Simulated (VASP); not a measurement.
# TiCo (Pm-3m) in VASP: further runs, part 2 of 2

VASP 6.6.1. The steps go on from the part before.

**4. Single point, r2SCAN, collinear spin, ferromagnetic start**

INCAR

```
PREC     = Accurate       # precision mode
ENCUT    = 520            # plane-wave cutoff, eV
EDIFF    = 1E-6           # SCF threshold, eV
ISMEAR   = 0              # smearing method
SIGMA    = 0.1            # smearing width, eV
LREAL    = F              # projectors in reciprocal space
LASPH    = T              # aspherical terms in the spheres
NELM     = 150            # most SCF steps
ALGO     = Normal         # electronic algorithm
ISIF     = 2              # what is computed and relaxed
LWAVE    = F              # write WAVECAR
LCHARG   = F              # write CHGCAR
ISPIN    = 2              # spin polarisation
MAGMOM   = 0 2            # initial moments
LORBIT   = 11             # projections on sites
LMAXMIX  = 4              # l up to which the mixer works
METAGGA  = R2SCAN         # meta-GGA
LMIXTAU  = T            
NBANDS   = 22             # bands
```

KPOINTS

```
Automatic mesh
0
Gamma
  14 14 14
```

POSCAR

```
TiCo
1.0
    2.9351000000      0.0000000000      0.0000000000
    0.0000000000      2.9351000000      0.0000000000
    0.0000000000      0.0000000000      2.9351000000
Ti Co
1 1
Direct
    0.0000000000      0.0000000000      0.0000000000
    0.5000000000      0.5000000000      0.5000000000
```

Potentials or basis: VASP PAW PBE potentials, release 64 (Ti_sv, Co).

Command:

```bash
$ cat potpaw_PBE.64/Ti_sv/POTCAR potpaw_PBE.64/Co/POTCAR > POTCAR
$ mpirun -np 1 vasp_std > vasp.out
```

OUTCAR:

```text
PREC = Accurate
   ENCUT = 520
   EDIFF = 1E-6
   ISMEAR = 0
   LREAL = F
   LASPH = T
   NELM = 150
   ISIF = 2
   ISPIN = 2
   LORBIT = 11
   METAGGA = R2SCAN

 ion  position               nearest neighbor table
   1  0.000  0.000  0.000-   2 2.54   2 2.54   2 2.54   2 2.54   2 2.54   2 2.54   2 2.54   2 2.54

   2  0.500  0.500  0.500-   1 2.54   1 2.54   1 2.54   1 2.54   1 2.54   1 2.54   1 2.54   1 2.54

  LATTYP: Found a simple cubic cell.
 ALAT       =     2.9351000000

  Lattice vectors:

 A1 = (   2.9351000000,   0.0000000000,   0.0000000000)
 A2 = (   0.0000000000,   2.9351000000,   0.0000000000)
 A3 = (   0.0000000000,   0.0000000000,   2.9351000000)

Analysis of symmetry for initial positions (statically):
=====================================================================
 Subroutine PRICEL returns:
 Original cell was already a primitive cell.

 Routine SETGRP: Setting up the symmetry group for a
 simple cubic supercell.

 Subroutine GETGRP returns: Found 48 space group operations
 (whereof 48 operations were pure point group operations)
 out of a pool of 48 trial point group operations.

The static configuration has the point symmetry O_h .

Analysis of symmetry for dynamics (positions and initial velocities):
=====================================================================
 Subroutine PRICEL returns:
 Original cell was already a primitive cell.

 Routine SETGRP: Setting up the symmetry group for a
 simple cubic supercell.

 Subroutine GETGRP returns: Found 48 space group operations
 (whereof 48 operations were pure point group operations)
 out of a pool of 48 trial point group operations.

The dynamic configuration has the point symmetry O_h .

Analysis of structural, dynamic, and magnetic symmetry:
=====================================================================
 Subroutine PRICEL returns:
 Original cell was already a primitive cell.

 Routine SETGRP: Setting up the symmetry group for a
 simple cubic supercell.

 Subroutine GETGRP returns: Found 48 space group operations
 (whereof 48 operations were pure point group operations)
[... 142 lines left out ...]

 Free energy of the ion-electron system (eV)
  ---------------------------------------------------
  ext. energy  EPLUGINS =         0.00000000
  ---------------------------------------------------
  free energy    TOTEN  =       -26.98380723 eV

  energy without entropy =      -26.97889293  energy(sigma->0) =      -26.98135008

 E-fermi :  10.5780     XC(G=0): -13.9514

 val. band max:       10.5693657847   @ k =   0.5000   0.2857   0.2143
 cond. band min:      10.5820341657   @ k =   0.4286   0.1429   0.0714
 fundamental gap:      0.0126683810
 Fermi energy:        10.5779693102

 spin component 1

 k-point     1 :       0.0000    0.0000    0.0000
  band No.  band energies     occupation
      1     -48.6931      1.00000
      2     -23.7317      1.00000
      3     -23.7317      1.00000
      4     -23.7317      1.00000
      5       2.4283      1.00000
      6       5.6467      1.00000
[... 589 lines left out ...]
     21      30.0660      0.00000
     22      31.6660      0.00000

 [... further k-points ...]

 spin component 2

 k-point     1 :       0.0000    0.0000    0.0000
  band No.  band energies     occupation
      1     -48.9145      1.00000
      2     -23.9417      1.00000
      3     -23.9417      1.00000
      4     -23.9417      1.00000
      5       2.0376      1.00000
      6       6.8586      1.00000
[... 589 lines left out ...]
     21      29.8040      0.00000
     22      31.7887      0.00000

 [... further k-points ...]
[... 5 lines left out ...]
  --------------------------------------------------------------------------------------
  -------------------------------------------------------------------------------------
  Total        1.6079677      1.6079677      1.6079677      0.0000000      0.0000000     -0.0000000
  in kB      101.8870957    101.8870957    101.8870957      0.0000000      0.0000000     -0.0000000
  external PRESSURE =     101.8870957 kB  Pullay stress =       0.0000000 kB

 VOLUME and BASIS-vectors are now :
 -----------------------------------------------------------------------------
  energy-cutoff  :      520.00
  volume of cell :       25.29
      direct lattice vectors                 reciprocal lattice vectors
     2.935100000  0.000000000  0.000000000     0.340703894  0.000000000  0.000000000
     0.000000000  2.935100000  0.000000000     0.000000000  0.340703894  0.000000000
     0.000000000  0.000000000  2.935100000     0.000000000  0.000000000  0.340703894

 POSITION                                       TOTAL-FORCE (eV/Angst)
 -----------------------------------------------------------------------------------
      0.00000      0.00000      0.00000         0.000000      0.000000      0.000000
      1.46755      1.46755      1.46755         0.000000      0.000000      0.000000
 -----------------------------------------------------------------------------------
    total drift:                                0.000000      0.000000     -0.000000

  FREE ENERGIE OF THE ION-ELECTRON SYSTEM (eV)
  ---------------------------------------------------
  free  energy   TOTEN  =       -26.9838072284 eV

  energy  without entropy=      -26.9788929254  energy(sigma->0) =      -26.98135008

 total charge

# of ion       s       p       d       tot
------------------------------------------
    1        2.256   6.216   1.851  10.323
    2        0.581   0.558   7.280   8.419
--------------------------------------------------
tot          2.837   6.774   9.131  18.742

 magnetization (x)

# of ion       s       p       d       tot
------------------------------------------
    1       -0.006  -0.036  -0.177  -0.220
    2        0.043  -0.030   1.273   1.286
--------------------------------------------------
tot          0.036  -0.066   1.096   1.066
```

stdout:

```text
POSCAR found type information on POSCAR TiCo
 POSCAR found :  2 types and       2 ions
 scaLAPACK will be used
 -----------------------------------------------------------------------------
|                                                                             |
|                                                                             |
|     You enforced a specific xc type in the INCAR file but a different       |
|     I HOPE YOU KNOW WHAT YOU ARE DOING!                                     |
|                                                                             |
 -----------------------------------------------------------------------------

 LDA part: xc-table for (None), standard interpolation
 POSCAR, INCAR and KPOINTS ok, starting setup
 FFT: planning ... GRIDC
 FFT: planning ... GRID_SOFT
 FFT: planning ... GRID
 WAVECAR not read
 entering main loop
```

It took 2.4 min on 1 thread of Intel Xeon 6975P-C (Granite Rapids), shared host; peak memory 0.23 GiB.

Results:

```
Free energy                                           : -26.9838 eV
Pressure                                              : 10.2 GPa
Band gap on the k mesh                                : none (metal or under the smearing width)
Net moment                                            : 0.90 μB per cell
Site moments                                          : Ti -0.22; Co +1.29 μB
Valence electrons inside the program's atomic spheres : Ti 10.32; Co 8.42
```

Levels at points of the mesh, in eV from the Fermi level:
Spin up:
```csv
k point,band 8,band 9,band 10,band 11,band 12,band 13,band 14,band 15
"(0.00, 0.00, 0.00)",-2.38,-2.38,-2.38,0.58,0.58,3.07,3.07,3.07
"(0.50, 0.00, 0.00)",-2.53,-2.53,-2.04,-1.07,-0.45,0.87,0.87,2.64
"(0.50, 0.50, 0.00)",-3.27,-2.30,-1.20,0.74,0.74,1.37,2.75,2.75
"(0.50, 0.50, 0.50)",-2.27,-2.27,-2.25,-2.25,-2.25,3.87,3.87,7.54
```
Spin down:
```
           k point  band 7  band 8  band 9  band 10  band 11  band 12  band 13  band 14
(0.00, 0.00, 0.00)   -3.72   -1.53   -1.53    -1.53     1.61     1.61     3.11     3.11
(0.50, 0.00, 0.00)   -1.65   -1.65   -1.45    -1.07    -0.95     0.76     0.76     1.44
(0.50, 0.50, 0.00)   -2.62   -2.62    0.37     0.37     0.91     1.06     1.39     2.93
(0.50, 0.50, 0.50)   -2.68   -2.46   -2.46    -2.46     0.95     0.95     3.53     3.53
```

Caveat: the PAW data sets were made with another functional, which shifts forces and pressure a little.
